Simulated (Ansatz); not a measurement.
How BaO (Fm-3m) stiffens under pressure

```xyz
2
Lattice="0.0000 2.7452 2.7452 2.7452 0.0000 2.7452 2.7452 2.7452 0.0000" Properties=species:S:1:pos:R:3 pbc="T T T"
Ba    0.0000    0.0000    0.0000
O     2.7452    2.7452    2.7452
```

This is the zero-pressure cell. At each pressure cell and atoms are relaxed in this structure, and the constants are slopes of the stress at strains of ±0.005 with relaxed ions (the coefficients that govern stability under load). Level: PBEsol, PAW on Ansatz 0.2.0's default frozen-core files (fitted under PBE), scalar-relativistic; k mesh 8×8×8, strains of ±0.005, fixed occupations, cutoff 420 eV. P is the pressure of the relaxed cell, less that of this one.

```
P (GPa)    V/V₀  C11 (GPa)  C12 (GPa)  C44 (GPa)
   0.00  1.0000      134.9       49.1       34.4
   1.02  0.9873      144.4       51.4       33.8
   2.02       ?          ?          ?          ?
   4.02  0.9546      171.6       57.8       31.8
   7.01  0.9270      198.2       64.0       29.7
  10.02  0.9031      224.1       70.1       27.6
  15.03  0.8693      265.4       79.8       23.4
```

Question: Does the bulk modulus from the constants agree with the pressure-volume curve?

Answer: A third-order Birch-Murnaghan fit to the volumes shown (F against f, f = [(V₀/V)^(2/3) − 1]/2) gives B₀ = 77.7 GPa and B′ = 4.6. Its −V dP/dV stands beside (C11 + 2C12)/3:

```csv
P (GPa),from P(V),from the constants
0.00,77.7,77.7
1.02,82.4,82.4
4.02,95.7,95.7
7.01,108.6,108.7
10.02,121.3,121.4
15.03,142.0,141.7
```

Question: What are the pressure derivatives at zero pressure?

Answer: Slopes at V₀ of quadratic fits in −ln(V/V₀) through the first four rows shown, divided by B₀: dC11/dP = 9.3, dC12/dP = 2.2, dC44/dP = -0.6. The mean slopes up to 4.0 GPa are 9.1, 2.1, -0.7; curvature and scatter of the constants part the two. The combination (dC11/dP + 2 dC12/dP)/3 = 4.6 stands against B′.

Question: Fill the row at 2.02 GPa.

Answer: Cubic fits in −ln(V/V₀) through all rows shown give C11 = 153.6, C12 = 53.5, C44 = 33.1 GPa. Computed: V/V₀ = 0.9757, C11 (GPa) = 153.6, C12 (GPa) = 53.5, C44 (GPa) = 33.1.

Question: Does a shear stiffness soften?

Answer: C44 goes from 34.4 to 23.4 GPa; (C11 − C12)/2 goes from 42.9 to 92.8 GPa. C44 softens under pressure, though the lattice stays mechanically stable over this range.

Limits of these numbers: no other phase was computed; many crystals of this kind change structure within this range, and rows or crossings beyond such a change describe a metastable lattice; frozen-core PAW files fitted under PBE, their cores solved anew for the functional of the run; phonons weren't checked at these pressures.
